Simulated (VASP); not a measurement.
## Zr: single point with r2SCAN

Zr:

```
Zr
1.0
     2.24930   -5.36981    0.00000
     2.24930    5.36981    0.00000
     0.00000    0.00000    4.15194
Zr
4
Direct
  0.14896 0.85104 0.00000
  0.64896 0.35104 0.50000
  0.85104 0.14896 0.00000
  0.35104 0.64896 0.50000
```

The cell was built by a generator and needn't be a form met in nature.

* Program: VASP 6.6.1
* Task: single point
* Functional: r2SCAN
* Potentials or basis: VASP PAW PBE potentials, release 64 (Zr_sv)
* Cutoff: 520 eV
* k mesh: 4 × 4 × 4
* Occupations: gaussian, width 0.1 eV
* Spin: no spin polarisation

- Pressure: 0.0 GPa
- Largest force: 0.006 eV/Å
- Band gap on the k mesh: none (metal or under the smearing width)

Forces on the atoms (eV/Å):
```
Zr   0.000 -0.006  0.000
Zr   0.000 -0.006  0.000
Zr   0.000  0.006  0.000
Zr   0.000  0.006  0.000
```

Stress tensor (GPa, compression positive):
```
-0.02  0.00  0.00
 0.00  0.10  0.00
 0.00  0.00  0.05
```

Levels at points of the mesh, in eV from the Fermi level:
```csv
k point,band 22,band 23,band 24,band 25,band 26,band 27
"(0.00, 0.00, 0.00)",-1.51,-1.02,-0.08,0.02,0.56,1.81
"(0.50, 0.00, 0.00)",-0.92,-0.36,-0.36,0.96,0.96,1.00
"(0.50, 0.50, 0.00)",-1.90,-1.69,-0.57,0.30,1.35,1.74
"(0.00, 0.00, 0.50)",-0.62,-0.49,-0.49,0.73,0.73,1.58
"(0.50, 0.00, 0.50)",-0.56,-0.05,-0.05,0.76,0.76,1.60
"(0.50, 0.50, 0.50)",-1.05,-0.80,-0.80,0.66,0.66,1.13
```

It took 5.6 min on 1 thread of Intel(R) Xeon(R) Platinum 8375C CPU @ 2.90GHz (Ice Lake), on a shared host, peak memory 0.29 GiB.

Caveat: the k mesh is coarse (spacing up to 0.38 Å⁻¹), so the values aren't converged; the PAW data sets were made with another functional, which shifts forces and pressure a little.
